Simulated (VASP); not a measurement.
# MgO (P-6m2) in VASP: reference runs, part 2 of 2

VASP 6.6.1.

## Step 6: Equation of state, PBE, 9.82 Å³/atom (volume scaled by 0.98)

Contents of INCAR:

```
SYSTEM = MgO
PREC     = Accurate       ! precision mode
ENCUT    = 520            ! plane-wave cutoff, eV
EDIFF    = 1E-7           ! SCF threshold, eV
ISMEAR   = -1             ! smearing method
SIGMA    = 0.05           ! smearing width, eV
LREAL    = .FALSE.        ! projectors in reciprocal space
LASPH    = .TRUE.         ! aspherical terms in the spheres
NELM     = 60             ! most SCF steps
ALGO     = Normal         ! electronic algorithm
ISIF     = 2              ! what is computed and relaxed
LWAVE    = .FALSE.        ! write WAVECAR
LCHARG   = .FALSE.        ! write CHGCAR
GGA      = PE             ! functional
NBANDS   = 11             ! bands
```

Contents of KPOINTS:

```
regular mesh
0
G
  10 10 10
  0 0 0
```

Contents of POSCAR:

```
MgO
1.0
    2.9183020482      0.0000000000      0.0000000000
   -1.4591510241      2.5273237096      0.0000000000
    0.0000000000      0.0000000000      2.6616950286
Mg O
1 1
Direct
    0.0000000000      0.0000000000      0.0000000000
    0.3333333333      0.6666666667      0.5000000000
```

Potentials or basis: VASP PAW PBE potentials, release 64 (Mg, O).

On the command line:

```sh
$ cat potpaw_PBE.64/Mg/POTCAR potpaw_PBE.64/O/POTCAR > POTCAR
$ mpirun -np 1 vasp_std > vasp.out
```

OUTCAR:

```text
SYSTEM = MgO
   PREC = Accurate
   ENCUT = 520
   EDIFF = 1E-7
   ISMEAR = -1
   LREAL = .FALSE.
   LASPH = .TRUE.
   NELM = 60
   ISIF = 2
   GGA = PE

 Found     84 irreducible k-points:

 Following reciprocal coordinates:
            Coordinates               Weight
  0.000000  0.000000  0.000000      1.000000
  0.100000  0.000000  0.000000      6.000000
  0.200000  0.000000  0.000000      6.000000
  0.300000 -0.000000  0.000000      6.000000
  0.400000  0.000000  0.000000      6.000000
[... 162 lines left out ...]

  FORCE on cell =-STRESS in cart. coord.  units (eV):
  Direction    XX          YY          ZZ          XY          YZ          ZX
  --------------------------------------------------------------------------------------
  -------------------------------------------------------------------------------------
  Total        0.2475850      0.2475850      0.3271785      0.0000000      0.0000000      0.0000000
  in kB       20.2062420     20.2062419     26.7021321      0.0000000      0.0000000      0.0000000
  external PRESSURE =      22.3715387 kB  Pullay stress =       0.0000000 kB

 VOLUME and BASIS-vectors are now :
 -----------------------------------------------------------------------------
  energy-cutoff  :      520.00
  volume of cell :       19.63
      direct lattice vectors                 reciprocal lattice vectors
     2.918302048  0.000000000  0.000000000     0.342665010  0.197837736  0.000000000
    -1.459151024  2.527323710  0.000000000     0.000000000  0.395675471  0.000000000
     0.000000000  0.000000000  2.661695029     0.000000000  0.000000000  0.375700442

 POSITION                                       TOTAL-FORCE (eV/Angst)
 -----------------------------------------------------------------------------------
      0.00000      0.00000      0.00000         0.000000     -0.000000      0.000000
     -0.00000      1.68488      1.33085        -0.000000      0.000000      0.000000
 -----------------------------------------------------------------------------------
    total drift:                                0.000000     -0.000000     -0.000000

  FREE ENERGIE OF THE ION-ELECTRON SYSTEM (eV)
  ---------------------------------------------------
  free  energy   TOTEN  =       -11.2280742556 eV

  energy  without entropy=      -11.2280742556  energy(sigma->0) =      -11.22807426
```

OSZICAR:

```text
N       E                     dE             d eps       ncg     rms          rms(c)
DAV:   1     0.154762382850E+02    0.15476E+02   -0.45175E+03  2096   0.639E+02
DAV:   2    -0.123675970797E+02   -0.27844E+02   -0.26810E+02  2154   0.136E+02
DAV:   3    -0.129841749055E+02   -0.61658E+00   -0.61617E+00  2219   0.180E+01
DAV:   4    -0.129856747338E+02   -0.14998E-02   -0.14998E-02  2043   0.103E+00
DAV:   5    -0.129856800418E+02   -0.53080E-05   -0.53080E-05  2177   0.593E-02    0.739E+00
DAV:   6    -0.112765680101E+02    0.17091E+01   -0.97314E+00  1881   0.168E+01    0.236E+00
DAV:   7    -0.112452668527E+02    0.31301E-01   -0.70883E-02  2016   0.232E+00    0.138E+00
DAV:   8    -0.112284332432E+02    0.16834E-01   -0.35526E-02  1902   0.203E+00    0.258E-01
DAV:   9    -0.112281424157E+02    0.29083E-03   -0.28008E-04  2201   0.122E-01    0.186E-01
DAV:  10    -0.112280733493E+02    0.69066E-04   -0.69223E-04  1908   0.202E-01    0.119E-02
DAV:  11    -0.112280734139E+02   -0.64602E-07   -0.12530E-05  2145   0.241E-02    0.593E-03
DAV:  12    -0.112280741583E+02   -0.74441E-06   -0.10007E-06  1979   0.795E-03    0.428E-04
DAV:  13    -0.112280742556E+02   -0.97276E-07   -0.14930E-08  1222   0.106E-03
   1 F= -.11228074E+02 E0= -.11228074E+02  d E =-.995590E-11
```

stdout:

```text
POSCAR found type information on POSCAR MgO
 POSCAR found :  2 types and       2 ions
 scaLAPACK will be used
 LDA part: xc-table for (Slater+PW92), standard interpolation
 POSCAR, INCAR and KPOINTS ok, starting setup
 FFT: planning ... GRIDC
 FFT: planning ... GRID_SOFT
 FFT: planning ... GRID
 WAVECAR not read
 entering main loop
```

Wall time 7.4 s (1 thread of Intel Xeon Platinum 8488C (Sapphire Rapids), shared host); peak memory 0.14 GiB.

What came out:

| Property | Result |
| --- | --- |
| Free energy | -11.2281 eV |
| Pressure | 2.2 GPa |
| Band gap on the k mesh | 3.16 eV, indirect (least direct gap 3.56 eV) |

## Step 7: Equation of state, PBE, 10.22 Å³/atom (volume scaled by 1.02)

Contents of INCAR:

```
PREC     = Accurate       # precision mode
ENCUT    = 520            # plane-wave cutoff, eV
EDIFF    = 1E-7           # SCF threshold, eV
ISMEAR   = -1             # smearing method
SIGMA    = 0.05           # smearing width, eV
LREAL    = F              # projectors in reciprocal space
LASPH    = T              # aspherical terms in the spheres
NELM     = 60             # most SCF steps
ALGO     = Normal         # electronic algorithm
ISIF     = 2              # what is computed and relaxed
LWAVE    = F              # write WAVECAR
LCHARG   = F              # write CHGCAR
GGA      = PE             # functional
NBANDS   = 11             # bands
```

Contents of KPOINTS:

```
Automatic mesh
0
Gamma
  10 10 10
```

Contents of POSCAR:

```
MgO
1.0
    2.9574785625      0.0000000000      0.0000000000
   -1.4787392813      2.5612515663      0.0000000000
    0.0000000000      0.0000000000      2.6974267424
Mg O
1 1
Direct
    0.0000000000      0.0000000000      0.0000000000
    0.3333333333      0.6666666667      0.5000000000
```

On the command line:

```sh
$ cat potpaw_PBE.64/Mg/POTCAR potpaw_PBE.64/O/POTCAR > POTCAR
$ mpirun -np 1 vasp_std > vasp.out
```

Run time: 7.6 s. Hardware: 1 thread of Intel Xeon Platinum 8488C (Sapphire Rapids), shared host; peak memory 0.14 GiB.

The run converged. Its results:

```
Free energy            : -11.2259 eV
Pressure               : -3.3 GPa
Band gap on the k mesh : 2.86 eV, indirect (least direct gap 3.25 eV)
```

## Step 8: Equation of state, PBE, 10.42 Å³/atom (volume scaled by 1.04)

Contents of INCAR:

```
SYSTEM = MgO
  PREC = Accurate
  ENCUT = 520
  EDIFF = 1E-7
  ISMEAR = -1
  SIGMA = 0.05
  LREAL = .FALSE.
  LASPH = .TRUE.
  NELM = 60
  ALGO = Normal
  ISIF = 2
  LWAVE = .FALSE.
  LCHARG = .FALSE.
  GGA = PE
  NBANDS = 11
```

Contents of KPOINTS:

```
Automatic mesh
0
G
  10 10 10
  0 0 0
```

Contents of POSCAR:

```
MgO
1.0
    2.9766835069      0.0000000000      0.0000000000
   -1.4883417534      2.5778835360      0.0000000000
    0.0000000000      0.0000000000      2.7149429912
Mg O
1 1
Direct
    0.0000000000      0.0000000000      0.0000000000
    0.3333333333      0.6666666667      0.5000000000
```

On the command line:

```sh
$ cat potpaw_PBE.64/Mg/POTCAR potpaw_PBE.64/O/POTCAR > POTCAR
$ mpirun -np 1 vasp_std > vasp.out
```

It took 7.5 s on 1 thread of Intel Xeon Platinum 8488C (Sapphire Rapids), shared host; peak memory 0.14 GiB.

The run converged. Its results:

| Item | Value |
| --- | --- |
| Free energy | -11.2152 eV |
| Pressure | -5.6 GPa |
| Band gap on the k mesh | 2.72 eV, indirect (least direct gap 3.10 eV) |

## Step 9: Equation of state, PBE, 10.62 Å³/atom (volume scaled by 1.06)

Contents of INCAR:

```
ALGO = Normal
EDIFF = 1E-7
ENCUT = 520
GGA = PE
ISIF = 2
ISMEAR = -1
LASPH = T
LCHARG = F
LREAL = F
LWAVE = F
NBANDS = 11
NELM = 60
PREC = Accurate
SIGMA = 0.05
```

Contents of KPOINTS:

```
k-points
0
Gamma
  10 10 10
```

Contents of POSCAR:

```
MgO
1.0
    2.9956437857      0.0000000000      0.0000000000
   -1.4978218928      2.5943036191      0.0000000000
    0.0000000000      0.0000000000      2.7322360880
Mg O
1 1
Direct
    0.0000000000      0.0000000000      0.0000000000
    0.3333333333      0.6666666667      0.5000000000
```

Potentials or basis: VASP PAW PBE potentials, release 64 (Mg, O).

On the command line:

```sh
$ cat potpaw_PBE.64/Mg/POTCAR potpaw_PBE.64/O/POTCAR > POTCAR
$ mpirun -np 1 vasp_std > vasp.out
```

It took 7.5 s on 1 thread of Intel Xeon Platinum 8488C (Sapphire Rapids), shared host; peak memory 0.14 GiB.

Results (log left out):

| Property | Result |
| --- | --- |
| Free energy | -11.1988 eV |
| Pressure | -7.8 GPa |
| Band gap on the k mesh | 2.58 eV, indirect (least direct gap 2.97 eV) |

## Step 10: Equation of state, PBE

Potentials or basis: VASP PAW PBE potentials, release 64 (Mg, O).

This step only gathers the single runs of the series.

Results:

| Quantity | Value |
| --- | --- |
| Equilibrium volume | 9.98 Å³/atom |
| Bulk modulus at fixed shape and positions | 140 GPa |
| Pressure derivative of the bulk modulus | 4.1 |

Energy against volume, from the lowest point:
| volume (Å³/atom) | energy (meV/atom) |
| --- | --- |
| 9.415 | 15.45 |
| 9.615 | 6.20 |
| 9.816 | 1.18 |
| 10.016 | 0.00 |
| 10.216 | 2.26 |
| 10.417 | 7.63 |
| 10.617 | 15.82 |

Caveat: the cell was scaled at fixed shape and fractional positions, which overstates the stiffness of a crystal with free parameters, most of all of layers and chains.

## Step 11: The runs side by side

| task | cell | gap on the mesh (eV) | pressure (GPa) |
| --- | --- | --- | --- |
| single point | as given | 3.01 | -0.7 |
| single point | atoms moved at random, drawn with an rms of 0.05 Å | 3.00 | -0.6 |
| equation of state | as given | - | - |

Alike in all rows: level PBE; potentials or basis VASP PAW PBE potentials, release 64 (Mg, O); no spin polarisation; k mesh 10 × 10 × 10; cutoff (eV) 520; smearing fermi-dirac 0.05 eV.

Caveats: the cell was scaled at fixed shape and fractional positions, which overstates the stiffness of a crystal with free parameters, most of all of layers and chains (some runs).

Absolute energies hang on the potentials; compare differences alone.
